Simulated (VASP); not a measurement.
C: equilibrium volume by level of theory

It takes space group Fd-3m (No. 227, cubic). The conventional cell has a = 3.567 Å, b = 3.567 Å, c = 3.567 Å, α = 90.00°, β = 90.00°, γ = 90.00°. C (site symmetry -43m) has 4 C at 1.54 Å as nearest neighbours.

```csv
rung,level,program and potentials,cutoff (eV),k mesh,equilibrium volume (Å³/atom),notes
LDA,LDA,"VASP, LDA PAW files C, 600 eV",600,12 × 12 × 12,5.52,-
GGA,PBE,"VASP, PBE PAW files C, 600 eV",600,12 × 12 × 12,5.69,-
GGA + dispersion,PBE+D3(BJ),"VASP, PBE PAW files C, 600 eV",600,12 × 12 × 12,5.62,-
GGA,PBEsol,"VASP, PBE PAW files C, 580 eV",580,12 × 12 × 12,5.62,potentials made for PBE
GGA,PBEsol,"VASP, PBE PAW files C, 600 eV",600,4 × 4 × 4,5.63,coarse mesh; potentials made for PBE
GGA,PBEsol,"VASP, PBE PAW files C, 600 eV",600,12 × 12 × 12,5.62,potentials made for PBE
GGA,PBEsol,"VASP, PBE PAW files C_s, 480 eV",480,12 × 12 × 12,5.63,potentials made for PBE
GGA,RPBE,"VASP, PBE PAW files C, 600 eV",600,12 × 12 × 12,5.77,potentials made for PBE
```

Task: relaxation of cell and atoms. All rows: no spin polarisation. Meshes differ between rows, which moves values too. Meshes are those of the run's cell of 2 atoms unless a note names another. Relaxations start from the cell shown or near it and stop with a little pressure left. Runs on faulty files, with rough fits or with known faults for this quantity aren't shown. No row holds spin-orbit coupling.

By rung: LDA 5.52; GGA 5.62 to 5.77; GGA + dispersion 5.62; GGA on coarse meshes 5.63 (Å³/atom).
